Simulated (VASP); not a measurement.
Here is a VASP 6.6.1 calculation.

File INCAR:

```
PREC = Accurate
ENCUT = 600
EDIFF = 1E-6
ISMEAR = 0
SIGMA = 0.03
LREAL = False
LASPH = True
NELM = 80
ALGO = Normal
ISIF = 3
LWAVE = False
LCHARG = False
GGA = PS
IBRION = 2
NSW = 90
EDIFFG = -0.01
KPAR = 4
```

File KPOINTS:

```
Automatic mesh
0
Gamma
  10 10 10
```

The input POSCAR:

```
Sn
1.0
    0.0000000000      3.2333428000      3.2333428000
    3.2333428000      0.0000000000      3.2333428000
    3.2333428000      3.2333428000      0.0000000000
Sn
2
Direct
    0.0000000000      0.0000000000      0.0000000000
    0.2500000000      0.2500000000      0.2500000000
```

Potentials or basis: VASP PAW PBE potentials, release 64 (Sn_d).

Command:

```sh
$ cat potpaw_PBE.64/Sn_d/POTCAR > POTCAR
$ mpirun -np 4 vasp_std > vasp.out
```

Predict the band gap on the k mesh.

none (metal or under the smearing width).

What does it give for the space group after relaxing (to 0.05 Å)?

Fd-3m (No. 227).

Estimate the relaxed volume.

34.92 Å³/atom.

Step by step:
```
step  energy change (eV)  largest force (eV/Å)  pressure (GPa)  volume (Å³)
   1              0.0000                0.0000            1.47        67.61
   2             -0.0086                0.0000           -0.46        70.69
   3             -0.0099                0.0000            0.00        69.84
```

Caveat: the PAW data sets were made with another functional, which shifts forces and pressure a little. Zero-point motion and thermal expansion aren't in these numbers.
